Orbital character of the filled bands in TaN

In this metallic nitride, each formula unit brings eight valence electrons to the filled bands between the Fermi energy and 12 eV below it, and simple electron counting gives six of them to nitrogen 2p and two to tantalum 5d. For the cell of three formula units that makes 18 and 6 electrons. The table divides the filled states of a density-functional calculation among atoms and orbitals.

VASP 6.6.1, LDA with PAW potentials (Ta_pv, N) and a 520 eV cutoff, without spin polarisation or spin–orbit coupling, for TaN (P-62m, 6 atoms). The self-consistent step used a 6×6×9 k mesh and Gaussian smearing of 0.02 eV, the projected density of states a 9×9×14 mesh and the tetrahedron method. Filled states are counted from −12 eV up to the Fermi energy, the zero of energy.

```
projection name  projection electrons (e)  projection band centre (eV)
          Ta1_d                     2.330                       -3.920
          Ta2_d                     2.250                       -4.820
          Ta3_d                     2.250                       -4.820
          Ta1_p                     0.290                       -4.560
          Ta2_p                     0.320                       -5.620
          Ta3_p                     0.320                       -5.620
           N4_p                     2.520                       -5.850
           N5_p                     2.520                       -5.850
           N6_p                     2.520                       -5.850
          Ta1_s                     0.280                       -5.710
          Ta2_s                     0.220                       -7.440
          Ta3_s                     0.220                       -7.440
           N4_s                     0.040                       -6.460
           N5_s                     0.040                       -6.460
           N6_s                     0.040                       -6.460
```

A name such as Ta1_d stands for the d-like part of the filled states inside a sphere around atom Ta1. "Projection electrons" is the charge found there, and "projection band centre" is its average energy, measured from the Fermi energy. The projected density of states was computed after the self-consistent step, on a denser k mesh and with the tetrahedron method. Ta2 and Ta3 are equivalent by symmetry, as are the three N atoms. Ta1 sits in a different place: it has three N neighbours in a plane at 2.04 Å, whereas Ta2 and Ta3 each have six at 2.16 Å.

(a) In a purely ionic picture the 18 electrons sit on N and the 6 on Ta. How far is this picture from the calculation, and why do the centres of Ta d lie only 1 to 2 eV above that of N p?

Solution. The Ta spheres hold 52 % of the projected charge, twice the ionic quarter. The spheres catch only about two thirds of the 24 electrons, so the comparison could be unfair to N. It survives the harshest correction, however. The Ta d projections alone add up to 6.8 electrons, more than the six electrons that counting gives to the filled metal bands, even if all the uncaught charge belonged to N. Some d-like charge must therefore sit in the bands that counting assigns to nitrogen.

Covalent bonding is the likely cause, though the table, which gives only averages, does not show it band by band. N 2p and Ta 5d orbitals that point at each other combine into a lower, bonding set, mostly N in character, and an upper, antibonding set, mostly Ta. The filled N bands thus carry a good deal of Ta d, and the metal bands carry some N p. A sphere around Ta also catches the outer parts of N orbitals and books them as Ta charge, so the projections measure where the electrons are and what shape they have there, not an oxidation state.

A projected centre is then an average over two groups of bands, and a lever rule can take it apart. Let E_up be the mean energy of the filled metal bands and E_low that of the N bands. The metal bands hold 6 of 24 electrons, a quarter. If the projected charge is divided in the same way, the mean of all projections, −5.30 eV, must obey

−5.30 eV = 0.75 E_low + 0.25 E_up

The value of E_up has to be assumed. With E_up = −1 eV, E_low comes out at −6.73 eV. For Ta1 d, centred at −3.92 eV, the share x in the metal bands is

x = (−3.92 + 6.73) / (−1 + 6.73) = 2.81 / 5.73 ≈ 0.49

With E_up = −3 eV the same steps give 0.70. For Ta2 and Ta3 d the two choices give 0.33 and 0.41. In this model roughly half to seven tenths of the filled d charge on Ta1 belongs to the metal bands, but only a third to two fifths on the other two atoms. The remainder lies deep, among the N states, and drags the d centre down towards that of N p. Every row enters the mean, so these shares are a way of reading the table and not a prediction of it; the printed output lists them for all rows.

(b) The d centre of Ta1 lies 0.9 eV above that of Ta2 and Ta3. Is Ta1 an atom in a different charge state, or is there another reason?

Solution. The total charge around the atoms gives no sign of a different charge state, although sphere charges are only a rough guide to it. Counted over all the valence and semicore states of the calculation, the spheres around the two kinds of Ta hold the same charge to within 0.03 electrons. What differs is where in energy the d charge sits. By the lever rule, a higher centre means that less of it lies in the N bands and more in the metal bands. A formal oxidation state credits Ta with the metal-band electrons only, so on that count Ta1 would come out as somewhat more reduced, even with the same total charge around it.

The likely reason is the number of N neighbours. Each neighbour adds a path by which Ta d mixes with N 2p, and the mixed-in charge grows roughly as the number of contacts times the square of the coupling. The coupling between p and d orbitals falls off with distance d about as d^(−7/2), so its square falls as d^(−7). Stretching a contact from 2.04 to 2.16 Å weakens its contribution by a factor of about 1.5. The six longer contacts of Ta2 therefore count as about four short ones, against three for Ta1. The site with more neighbours mixes more, although its bonds are longer. The same mixing pushes the antibonding d levels up. On Ta1 they should be pushed up less, so that more of the charge in the filled metal bands collects there.

The calculation offers a hint from a different energy range. Below the 12 eV window lie the N 2s and Ta 5p bands, where Ta d has no bands of its own and d-like charge comes from mixing or from the tails of neighbouring orbitals. Subtracting the charge in the window from the full sphere charge leaves 0.16 d electrons there for Ta2 and 0.11 for Ta1. The six-coordinated site again carries more d charge in deep bands. This fits the explanation but does not settle it, since a difference in electrostatic potential between the two sites could also contribute to the 0.9 eV.

Two features of the calculation bear on the size of the effect. The cell is held somewhat larger than this functional would choose, which weakens the Ta–N mixing a little on both sites. Spin–orbit coupling is left out; for Ta 5d it can move individual states by some tenths of an eV, which matters more for the details of the metal bands at the Fermi energy than for an average over all filled states.

(c) On every Ta atom the s centre is the lowest, p comes next and d is the highest. On Ta2 and Ta3 the s centre even falls 1.6 eV below that of N p. The N s rows, in turn, hold almost no charge. What do these rows mean?

Solution. The free-atom levels of Ta do not explain the order, because 6s and 5d lie close together there and 6p lies higher than both. The point is which bands are filled. Ta d has bands of its own just below the Fermi energy, and they pull its centre up. The bands that derive mainly from Ta 6s and 6p lie largely above the Fermi energy and are empty. What remains of s and p in the filled states is mostly the small part that takes part in the N bands, and so it is found near or below the N p centre. Ta1 p is the exception: its centre lies 1.3 eV above that of N p, and the lever rule puts a share of 0.38 to 0.49 of it in the metal bands. This fits the picture in (b): with three N neighbours instead of six, Ta1 should mix less with the N bands, and the metal bands weigh more on it.

Within the N bands, s has a special place. A Ta s orbital has the same sign in all directions, so it couples to the combination of N 2p orbitals whose lobes all point at the metal atom with the same sign. This coupling pushes the combination down, towards the bottom of the N bands. Six neighbours build a stronger combination of this kind than three, which suits the s centre of −7.44 eV on Ta2 against −5.71 eV on Ta1. It is probably not the whole reason, because Ta1 holds more s charge than Ta2, 0.28 against 0.22 electrons, whereas weaker mixing with N alone would give it less. Some of the s charge on Ta1 may lie in the metal bands, where symmetry lets s mix with the d orbital that points along the threefold axis, and this too would raise the centre. These assignments rest on symmetry and bonding theory, as the table gives only averages over energy.

Here the lever rule breaks down. For Ta2 and Ta3 s it returns a negative share in the metal bands, −0.12 or −0.45 depending on the assumed E_up, which is impossible for a charge. The fault lies in treating the N bands as a single energy, when they form a group several eV wide. An orbital that gathers at the bottom of the group falls outside the two energies of the model. The N s rows also turn slightly negative for the deeper choice of E_up. The same width blurs the shares found for Ta d, which are rough even though they look sensible.

The N s rows are small for a simpler reason. The 2s bands of nitrogen lie below the window, and only about 3 % of the s charge in the N spheres falls inside it. That remnant is probably for the most part 2s character mixed into the 2p bands, so its centre of −6.46 eV is an energy of the 2p bands and not the 2s level. The Ta p rows need the same care: the filled 5p shell lies below the window, and the 0.3 electrons listed are what p-like charge the valence bands add.

For this table, then, the first question about a centre is whether the orbital has filled bands of its own, which pull the centre towards them. If it has not, the centre reflects the bands it mixes into, and, as Ta1 p shows, these need not be the N bands alone.

Printed output of the fit:

```
Ta2-N distance (angstrom): 2.163
sum of all projected electrons in the window (e): 16.16
part of the 24 window electrons that is projected (percent): 67.33
Ta share of the projected weight (percent): 52.48
Ta share in the purely ionic picture (percent): 25
sum of Ta d electrons in the window (e): 6.83
mean centre of all projections (eV): -5.298
Ta1 d centre above N p centre (eV): 1.93
Ta2 d centre above N p centre (eV): 1.03
Ta1 above Ta2 in d (eV): 0.9
Ta1 above Ta2 in p (eV): 1.06
Ta1 above Ta2 in s (eV): 1.73
Ta2 s centre below N p centre (eV): 1.59
N s inside the window as part of the full sphere count (percent): 3.265
lower group energy if metal bands lie at -1 eV (eV): -6.731
lower group energy if metal bands lie at -3 eV (eV): -6.064
Weight below the floor and share in the metal d bands:
    row  below floor (e)  share at -1 eV  share at -3 eV
  Ta1_d            0.113          0.4905          0.6997
  Ta2_d            0.162          0.3334           0.406
  Ta3_d            0.162          0.3334           0.406
  Ta1_p             5.93          0.3788          0.4909
  Ta2_p            5.944          0.1938          0.1449
  Ta3_p            5.944          0.1938          0.1449
   N4_p            0.017          0.1537         0.06986
   N5_p            0.017          0.1537         0.06986
   N6_p            0.017          0.1537         0.06986
  Ta1_s            0.056          0.1781          0.1156
  Ta2_s            0.075         -0.1238         -0.4491
  Ta3_s            0.075         -0.1238         -0.4491
   N4_s            1.185         0.04724         -0.1292
   N5_s            1.185         0.04724         -0.1292
   N6_s            1.185         0.04724         -0.1292
```
